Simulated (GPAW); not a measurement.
# Pd (Fm-3m) in GPAW: reference runs

Reference runs on Pd: the cell as given.

All numbers are computed with GPAW 26.7.0; they aren't measurements. Logs are shortened: lines on timing, memory, paths and dates and some standing lists are left out, and cuts for length are marked. The log counts tension as positive stress, the text compression.

**1. Starting point**

Symmetry: Fm-3m, No. 225, cubic system. Conventional cell: a = 3.893 Å, b = 3.893 Å, c = 3.893 Å, α = 90.00°, β = 90.00°, γ = 90.00°. Around Pd (site symmetry m-3m) lie 12 Pd at 2.75 Å.

**2. Single point, PBE**

File run.py:

```python
from ase import Atoms
from ase.dft.bandgap import bandgap
from ase.io import write
from ase.units import Bohr, GPa
from gpaw import GPAW, PW
from gpaw.elf import elf_from_dft_calculation

atoms = Atoms(['Pd'],
              cell=[[0.0, 1.9465, 1.9465],
                    [1.9465, 0.0, 1.9465],
                    [1.9465, 1.9465, 0.0]],
              scaled_positions=[[0.0, 0.0, 0.0]],
              pbc=True)

calc = GPAW(mode=PW(600),
            xc='PBE',
            kpts={'size': (12, 12, 12), 'gamma': True},
            occupations={'name': 'fermi-dirac', 'width': 0.05},
            nbands=17,
            convergence={'density': 1e-05, 'energy': 1e-05},
            maxiter=150,
            txt='gpaw.txt')
atoms.calc = calc
energy = atoms.get_potential_energy()
forces = atoms.get_forces()
stress = atoms.get_stress()
calc.write('gs.gpw')
write('result.traj', atoms)
print(f'Energy: {energy:.6f} eV')
print('Forces (eV/A):')
print(forces.round(4))
print('Stress (GPa):', (stress / GPa).round(3))
print('Fermi level:', round(calc.get_fermi_level(), 4), 'eV')
print(f'Gap: {bandgap(calc)[0]:.4f} eV, direct: {bandgap(calc, direct=True)[0]:.4f} eV')

# fields on the real-space grid
write('density.cube', atoms, data=calc.get_pseudo_density() * Bohr**3)
write('potential.cube', atoms, data=calc.get_electrostatic_potential())
write('elf.cube', atoms, data=elf_from_dft_calculation(calc).data)
```

Potentials or basis: GPAW PAW data sets (gpaw-data 1.2.1), pw.

Launch:

```sh
$ OMP_NUM_THREADS=1 python run.py
```

gpaw.txt:

```text
__  _  _
 | _ |_)|_||  |
 |__||  | ||/\| - 26.7.0

Input parameters:
  mode=PW(ecut=600.0),
  convergence={'density': 1e-05, 'energy': 1e-05},
  kpts=MonkhorstPack(size=(12, 12, 12), gamma=True),
  maxiter=150,
  nbands=17,
  occupations=Occupations(name='fermi-dirac', width=0.05),
  xc=XC(name='PBE')

Diagonalizing LCAO Hamiltonian
Converting LCAO to pw mode

       Pd

Atoms  # Å, Bohr magnetons
|   | symbol |        x |        y |        z |    initial magnetic moments |
|---|--------|----------|----------|----------|-----------------------------|
| 0 |     Pd | 0.000000 | 0.000000 | 0.000000 | ( 0.0000,  0.0000,  0.0000) |

Unit cell  # Å
| periodic |        x |        y |        z |  lengths |    angles |
|----------|----------|----------|----------|----------|-----------|
|      yes | 0.000000 | 1.946500 | 1.946500 | 2.752767 | 60.000000 |
|      yes | 1.946500 | 0.000000 | 1.946500 | 2.752767 | 60.000000 |
|      yes | 1.946500 | 1.946500 | 0.000000 | 2.752767 | 60.000000 |

Number of symmetries: 48
Symmetry operations  # r_c * U_cc + t_c -> r_c
|    | kind |            matrix            |
|----|------|------------------------------|
|  0 |  σ   |  1, 0, 0,  1, 0,-1,  1,-1, 0 |
|  1 |  C2  |  1, 0, 0,  1,-1, 0,  1, 0,-1 |
|  2 |  E   |  1, 0, 0,  0, 1, 0,  0, 0, 1 |
|  3 |  σ   |  1, 0, 0,  0, 0, 1,  0, 1, 0 |
|  4 |  C4  |  1, 0,-1,  1, 0, 0,  1,-1, 0 |
|  5 |  S6  |  1, 0,-1,  1,-1, 0,  1, 0, 0 |
|  6 |  σ   |  1, 0,-1,  0, 1,-1,  0, 0,-1 |
|  7 |  C3  |  1, 0,-1,  0, 0,-1,  0, 1,-1 |
|  8 |  S6  |  1,-1, 0,  1, 0, 0,  1, 0,-1 |
|  9 |  C4  |  1,-1, 0,  1, 0,-1,  1, 0, 0 |
| 10 |  C3  |  1,-1, 0,  0,-1, 1,  0,-1, 0 |
| 11 |  σ   |  1,-1, 0,  0,-1, 0,  0,-1, 1 |
| 12 |  σ   |  0, 1, 0,  1, 0, 0,  0, 0, 1 |
| 13 |  C4  |  0, 1, 0,  0, 1,-1, -1, 1, 0 |
| 14 |  C3  |  0, 1, 0,  0, 0, 1,  1, 0, 0 |
| 15 |  S6  |  0, 1, 0, -1, 1, 0,  0, 1,-1 |
| 16 |  C2  |  0, 1,-1,  1, 0,-1,  0, 0,-1 |
| 17 |  σ   |  0, 1,-1,  0, 1, 0, -1, 1, 0 |
| 18 |  S4  |  0, 1,-1,  0, 0,-1,  1, 0,-1 |
| 19 |  C4  |  0, 1,-1, -1, 1, 0,  0, 1, 0 |
| 20 |  C3  |  0, 0, 1,  1, 0, 0,  0, 1, 0 |
| 21 |  σ   |  0, 0, 1,  0, 1, 0,  1, 0, 0 |
| 22 |  S6  |  0, 0, 1,  0,-1, 1, -1, 0, 1 |
| 23 |  C4  |  0, 0, 1, -1, 0, 1,  0,-1, 1 |
| 24 |  S4  |  0, 0,-1,  1, 0,-1,  0, 1,-1 |
| 25 |  C3  |  0, 0,-1,  0, 1,-1,  1, 0,-1 |
| 26 |  C2  |  0, 0,-1,  0,-1, 0, -1, 0, 0 |
| 27 |  S6  |  0, 0,-1, -1, 0, 0,  0,-1, 0 |
| 28 |  S4  |  0,-1, 1,  1,-1, 0,  0,-1, 0 |
| 29 |  C4  |  0,-1, 1,  0, 0, 1, -1, 0, 1 |
| 30 |  C2  |  0,-1, 1,  0,-1, 0,  1,-1, 0 |
| 31 |  σ   |  0,-1, 1, -1, 0, 1,  0, 0, 1 |
| 32 |  C3  |  0,-1, 0,  1,-1, 0,  0,-1, 1 |
| 33 |  S6  |  0,-1, 0,  0, 0,-1, -1, 0, 0 |
| 34 |  S4  |  0,-1, 0,  0,-1, 1,  1,-1, 0 |
| 35 |  C2  |  0,-1, 0, -1, 0, 0,  0, 0,-1 |
| 36 |  C2  | -1, 1, 0,  0, 1, 0,  0, 1,-1 |
| 37 |  S6  | -1, 1, 0,  0, 1,-1,  0, 1, 0 |
| 38 |  S4  | -1, 1, 0, -1, 0, 1, -1, 0, 0 |
| 39 |  C3  | -1, 1, 0, -1, 0, 0, -1, 0, 1 |
| 40 |  S6  | -1, 0, 1,  0, 0, 1,  0,-1, 1 |
| 41 |  C2  | -1, 0, 1,  0,-1, 1,  0, 0, 1 |
| 42 |  C3  | -1, 0, 1, -1, 1, 0, -1, 0, 0 |
| 43 |  S4  | -1, 0, 1, -1, 0, 0, -1, 1, 0 |
| 44 |  C2  | -1, 0, 0,  0, 0,-1,  0,-1, 0 |
| 45 |  i   | -1, 0, 0,  0,-1, 0,  0, 0,-1 |
| 46 |  σ   | -1, 0, 0, -1, 1, 0, -1, 0, 1 |
| 47 |  C2  | -1, 0, 0, -1, 0, 1, -1, 1, 0 |

BZ-sampling:
  Number of BZ points: 1728
  Number of IBZ points: 72

  Monkhorst-Pack size: [12, 12, 12]
  Monkhorst-Pack shift: [0.041666666666666664, 0.041666666666666664, 0.041666666666666664]

K-points  # in reciprocal-cell coordinates
|     |                                coordinates |     weight |
|-----|--------------------------------------------|------------|
|   0 | ( -0.00000000,  -0.00000000,  -0.00000000) | 0.00057870 |
|   1 | (  0.08333333,   0.08333333,  -0.00000000) | 0.00347222 |
|   2 | (  0.08333333,   0.08333333,   0.08333333) | 0.00462963 |
|   3 | (  0.16666667,   0.08333333,   0.08333333) | 0.00694444 |
|   4 | (  0.16666667,   0.16666667,  -0.00000000) | 0.00347222 |
|   5 | (  0.16666667,   0.16666667,   0.08333333) | 0.01388889 |
|   6 | (  0.16666667,   0.16666667,   0.16666667) | 0.00462963 |
|   7 | (  0.25000000,   0.16666667,   0.08333333) | 0.01388889 |
|   8 | (  0.25000000,   0.16666667,   0.16666667) | 0.01388889 |
|   9 | (  0.25000000,   0.25000000,  -0.00000000) | 0.00347222 |
| ... |                                            |            |
|  71 | (  0.50000000,   0.50000000,   0.50000000) | 0.00231481 |

Plane wave coefficients: 531
Cutoff: 600.0 eV

Spin-components: 1 (collinear spins)
Bands:           17
Projectors:      6
Spin-degeneracy: 2
Datatype:        complex128

Density:
  Valence electrons: 16.0
  Components: 1
  Grid points: [16 16 16]
  Charge: 0.0  # |e|

Potential:
  Grid points: [16 16 16]

species:
  Pd:
    name:    Palladium
    Z:       46.0
    valence: 16
    core:    30
    charge:  0.0  # [|e|]
    compensation charges:
      type: gauss
      rc: 0.38  # [Å]
      lmax: 2
    cutoffs:
      filter: 2.38  # [Å]
      core: 2.28  # [Å]
    projectors
    | kind |    occ | energy [eV] | rcut [Å] |
    |------|--------|-------------|----------|
    |   5s |  0.000 |      -3.315 |    1.228 |
    |   4p |  6.000 |     -51.209 |    1.360 |
    |   5p |  0.000 |      -0.314 |    1.360 |
    |   4d | 10.000 |      -4.047 |    1.228 |
    |    s |        |      23.896 |    1.228 |
    |    d |        |      23.165 |    1.228 |

    Using partial waves for Pd as LCAO basis

Reference energy: -137227.490718  # eV

eigensolver:
  PPCG
  Converge bands: occupied
  niter=2

density mixing:
  MSR1-Mixer
  Pratt-step length: 0.05
  Maximum mixing coefficient: 0.75
  Old densities: 10
  SVD Regularization: 0.005
  Good broyden scale: 1.0
  Trust region scale: 1.0
  Backstep threshold: 4.0
  History deletion threshold: 6.0
  Fourier metric: weight=20.0, sigma=0.015

occupation numbers:
  Fermi-Dirac:
    width: 0.0500  # eV

poisson solver:
  ecut: 4800.0  # eV

xc functional:
  name: PBE with 2 nearest neighbor stencil

convergence criteria:
- Maximum integral of absolute [dens]ity change: 1e-05 electrons / valence electron
- Maximum [total energy] change in last 3 cyles: 1e-05 eV / valence electron
- Maximum integral of absolute [eigenst]ate change: 4e-08 eV^2 / valence electron
maximum number of iterations: 150

SCF iterations
|iter     | |      energy | eigst |  dens |
|---------|-|-------------|-------|-------|
|iter:   1| |   -4.847556 | -0.14 |       |
|iter:   2| |   -4.611129 | -2.59 | -0.98 |
|iter:   3| |   -3.883103 | -1.46 | -1.04 |
|iter:   4| |   -3.874461 | -3.36 | -2.02 |
|iter:   5| |   -3.871540 | -3.52 | -2.17 |
|iter:   6| |   -3.871528 | -6.01 | -3.35 |
|iter:   7| |   -3.871529c| -6.76 | -4.05 |
|iter:   8| |   -3.871530c| -8.92c| -4.69 |
|iter:   9| |   -3.871530c| -9.56c| -5.68c|

Converged in 9 steps
Energy contributions relative to reference atoms: (reference = -137227.490718)

Energy contributions:
  Kinetic:          -1.792988
  Coulomb:          -2.657308
  Zero:             -0.152150
  External:          0.000000
  Xc:                0.740699
  Entropy:          -0.019565
  Spinorbit:         0.000000
  ----------------------------
  Free energy:      -3.881312
  Extrapolated:     -3.871530

dipole moment: (-11.557294, -11.557294, -11.557294)  # |e|*Ang

Fermi level: 9.469
Eigenvalues  # (at kpt = [-0.000, -0.000, -0.000])
| band index |      eig [eV] | occ [0-2] |
|------------|---------------|-----------|
|          0 |       -40.188 |     2.000 |
|          1 |       -40.188 |     2.000 |
|          2 |       -40.188 |     2.000 |
|          3 |         2.360 |     2.000 |
|          4 |         6.649 |     2.000 |
|          5 |         6.649 |     2.000 |
|          6 |         6.649 |     2.000 |
|          7 |         8.257 |     2.000 |
|          8 |         8.257 |     2.000 |
|          9 |        26.959 |     0.000 |
|         10 |        31.990 |     0.000 |
|         11 |        31.990 |     0.000 |
|         12 |        31.990 |     0.000 |
|         13 |        36.614 |     0.000 |
|         14 |        39.719 |     0.000 |
|         15 |        39.719 |     0.000 |
|         16 |        39.719 |     0.000 |

No gap
No difference between direct/indirect transitions

Forces  # eV/Ang
|       x |        y |        z |
|---------|----------|----------|
| 0.00000 | -0.00000 | -0.00000 |  # Pd   0

Stress tensor  # eV/Ang^3
|         x |         y |         z |
|-----------|-----------|-----------|
| -0.043095 |  0.000000 | -0.000000 |
|  0.000000 | -0.043095 | -0.000000 |
| -0.000000 | -0.000000 | -0.043095 |

# Writing to gs.gpw (mode='')
```

stdout:

```text
Energy: -3.871530 eV
Forces (eV/A):
[[ 0. -0. -0.]]
Stress (GPa): [-6.905 -6.905 -6.905 -0.    -0.     0.   ]
Fermi level: 9.4691 eV
Gap: 0.0000 eV, direct: 0.0000 eV
```

It took 16 s on 1 thread of Intel Xeon Platinum 8259CL at 2.50GHz (Skylake/Cascade Lake), shared host; peak memory 0.14 GiB.

Results:

```
Free energy            : -3.8813 eV
Pressure               : 6.9 GPa
Band gap on the k mesh : none (metal or under the smearing width)
```

Levels at points of the mesh, in eV from the Fermi level:
```csv
k point,band 6,band 7,band 8,band 9,band 10,band 11
"(0.00, 0.00, 0.00)",-2.82,-2.82,-1.21,-1.21,17.49,22.52
"(0.50, 0.50, 0.00)",-0.04,0.31,0.31,3.36,10.80,13.52
"(0.50, 0.50, 0.50)",-2.87,-0.01,-0.01,1.02,7.35,16.80
```
